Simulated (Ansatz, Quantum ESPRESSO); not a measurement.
This is a calculation of KCl (Sylvite) for Ansatz 0.2.0. 

File input.yaml:

```yaml
crystal:
  lattice:
    - [0.0, 3.14647, 3.14647]
    - [3.14647, 0.0, 3.14647]
    - [3.14647, 3.14647, 0.0]
  atoms:
    - { symbol: K, position: [0.0, 0.0, 0.0] }
    - { symbol: Cl, position: [0.5, 0.5, 0.5] }
kpoints:
  mp_grid: { grid: [6, 6, 6] }
scf:
  occupations: { method: fermi_dirac, width: 0.05 }
hamiltonian:
  xc: pbe
  pseudopotentials: { kind: all_electron, datasets: crystal }
output:
  forces: true
  stress: true
  eigenvalues: true
  elf: true
  volumetric_format: npy
```

Potentials or basis: all-electron PAW datasets made for the crystal.

The run is started by

```bash
$ ansatz run input.yaml --threads 1 --pin off --max-ram 3072MiB --backend cpu --events-out ev --progress --plain --runs-dir out
```

Set up the same calculation for Quantum ESPRESSO 7.5. Potentials or basis there: PseudoDojo 0.4.1 SR LDA stringent, cutoff 980 eV.

As run (cutoffs and basis follow the program's own potentials, and thresholds, step limits or extra output files can differ):

File pw.in:

```
&CONTROL
  calculation = 'scf'
  prefix = 'pwscf'
  outdir = './tmp'
  pseudo_dir = './pseudo'
  tprnfor = .true.
  tstress = .true.
  disk_io = 'nowf'
/
&SYSTEM
  ibrav = 0
  nat = 2
  ntyp = 2
  ecutwfc = 72
  nbnd = 14
  input_dft = 'pbe'
  occupations = 'smearing'
  smearing = 'fd'
  degauss = 0.00367493
/
&ELECTRONS
  conv_thr = 4d-10
  electron_maxstep = 120
  mixing_beta = 0.5
/
ATOMIC_SPECIES
K     39.0983 K.upf
Cl    35.4500 Cl.upf
CELL_PARAMETERS angstrom
   0.0000000000    3.1464700000    3.1464700000
   3.1464700000    0.0000000000    3.1464700000
   3.1464700000    3.1464700000    0.0000000000
ATOMIC_POSITIONS crystal
K      0.0000000000    0.0000000000    0.0000000000
Cl     0.5000000000    0.5000000000    0.5000000000
K_POINTS automatic
6 6 6 0 0 0
```

Potentials or basis: PseudoDojo 0.4.1 SR LDA stringent.

Command:

```console
$ OMP_NUM_THREADS=2 pw.x -in pw.in > pw.out
```

Both were run:

|  | Ansatz | Quantum ESPRESSO |
| --- | --- | --- |
| Pressure | 0.8 GPa | 0.7 GPa |

Ansatz's pressure holds a Pulay term of +0.00 GPa for its cutoff of 220 eV, which the other run lacks.

Quantum ESPRESSO's potentials were made for LDA.

Where Ansatz's input types no cutoff or centring, it takes its own default and a Γ-centred mesh.

Pressure is positive in compression.
